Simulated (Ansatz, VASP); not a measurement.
**Two plane-wave programs on BeS**

The input POSCAR:

```
BeS
1.0
    0.0000000000      2.3172971951      2.3172971951
    2.3172971951      0.0000000000      2.3172971951
    2.3172971951      2.3172971951      0.0000000000
Be S
1 1
Direct
    0.0000000000      0.0000000000      0.0000000000
    0.5000000000      0.5000000000      0.5000000000
```

INCAR.step1

```
  PREC = Accurate
  ENCUT = 520
  EDIFF = 1E-5
  ISMEAR = 0
  SIGMA = 0.01
  LREAL = False
  LASPH = True
  NELM = 100
  ALGO = Normal
  ISIF = 2
  LWAVE = True
  LCHARG = False
  GGA = PE
  NBANDS = 11
```

File INCAR.step2:

```
  PREC = Accurate
  ENCUT = 520
  EDIFF = 1E-6
  ISMEAR = 0
  SIGMA = 0.01
  LREAL = False
  LASPH = True
  NELM = 100
  ALGO = Normal
  ISIF = 2
  LWAVE = False
  LCHARG = False
  GGA = PE
  LHFCALC = True
  AEXX = 0.75
  HFSCREEN = 0.5
  PRECFOCK = Normal
  ISTART = 1
  NBANDS = 11
```

KPOINTS

```
regular mesh
0
Gamma
  4 4 4
```

Input for Ansatz:

```yaml
crystal:
  lattice:
    - [0.0, 2.3172971951, 2.3172971951]
    - [2.3172971951, 0.0, 2.3172971951]
    - [2.3172971951, 2.3172971951, 0.0]
  atoms:
    - { symbol: Be, position: [0.0, 0.0, 0.0] }
    - { symbol: S, position: [0.5, 0.5, 0.5] }
kpoints:
  mp_grid: { grid: [4, 4, 4] }
hamiltonian:
  xc: { exchange: pbe, correlation: pbe, exx: { coeff: 0.75, omega: 0.5 } }
scf:
  occupations: { method: fixed }
  n_extra_bands: 4
output:
  forces: true
  stress: true
  eigenvalues: true
```

Alike in both runs: task single point; functional PBE-based screened hybrid; k mesh 4 × 4 × 4; no spin polarisation.

|  | VASP | Ansatz |
| --- | --- | --- |
| version | VASP 6.6.1 | Ansatz 0.2.0 |
| potentials or method | VASP PAW PBE potentials, release 64 (Be, S) | plane waves |
| plane-wave cutoff (eV) | 520 | 420 |
| occupations | gaussian, width 0.01 eV | fixed |
| valence electrons in the cell | 8 | 8 |

Ansatz gave:

- gap on the k mesh at the Fermi level (eV): 2.33
- pressure (GPa): -1.8

Task: Estimate VASP's values.

Result: gap on the k mesh at the Fermi level (eV): 2.29; pressure (GPa): -2.2.

Ansatz warned: «stress_exchange_threshold_loose».

Caveats: the k mesh is coarse (spacing up to 0.59 Å⁻¹), so the values aren't converged; the PAW data sets were made with another functional, which shifts forces and pressure a little (VASP). A k mesh can miss the band edges.
